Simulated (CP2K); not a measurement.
Runs of CP2K 2026.2 on CdS (Hawleyite). Symmetry: F-43m, No. 216, cubic system. The conventional cell has a = 5.833 Å, b = 5.833 Å, c = 5.833 Å, α = 90.00°, β = 90.00°, γ = 90.00°. Cd (site symmetry -43m) is surrounded by 4 S at 2.53 Å. S (site symmetry -43m) has 4 Cd at 2.53 Å as nearest neighbours. 

```tsv
level	potentials or basis	smearing	EPS_DEFAULT	NGRIDS	points a segment of the path (NPOINTS)	bands added on the path	CUTOFF of the grids	gap on the mesh (eV)	pressure (GPa)
r2SCAN	POTENTIAL_UZH Cd GTH-SCAN-q12, S GTH-SCAN-q6; TZVP-MOLOPT-SCAN-GTH basis	fermi-dirac 0.0259 eV	1.0E-9	5	10	6	675 Ry	1.50	1.8
LDA	GTH_POTENTIALS Cd GTH-PADE-q12, S GTH-PADE-q6; TZVP-MOLOPT-PBE-GTH basis	fermi-dirac 0.01 eV	1.0E-9	5	10	2	450 Ry	(a)	-1.9
PBEsol	POTENTIAL_UZH Cd GTH-PBE-q12, S GTH-PBE-q6; TZVP-MOLOPT-PBE-GTH basis	fermi-dirac 0.05 eV	1.0E-9	4	10	2	450 Ry	0.98	(b)
TB-mBJ	POTENTIAL_UZH Cd GTH-PBE-q12, S GTH-PBE-q6; TZVP-MOLOPT-PBE-GTH basis	fermi-dirac 0.01 eV	1.0E-10	4	6	2	675 Ry	0.98	-
```

Alike in all rows: task band structure; no spin polarisation; cell as given; k mesh 8 × 8 × 8.

Q: Fill in the values left out.

A: (a) 0.85; (b) 0.6.

Caveats: the basis of atomic orbitals isn't converged, which shifts pressures, moduli and gaps; the potentials were made for another functional, which shifts forces and pressure (some runs); this is a model potential without an energy functional, so only levels have meaning (some runs).

A k mesh can miss the band edges, and the runs leave out spin-orbit coupling on Cd.
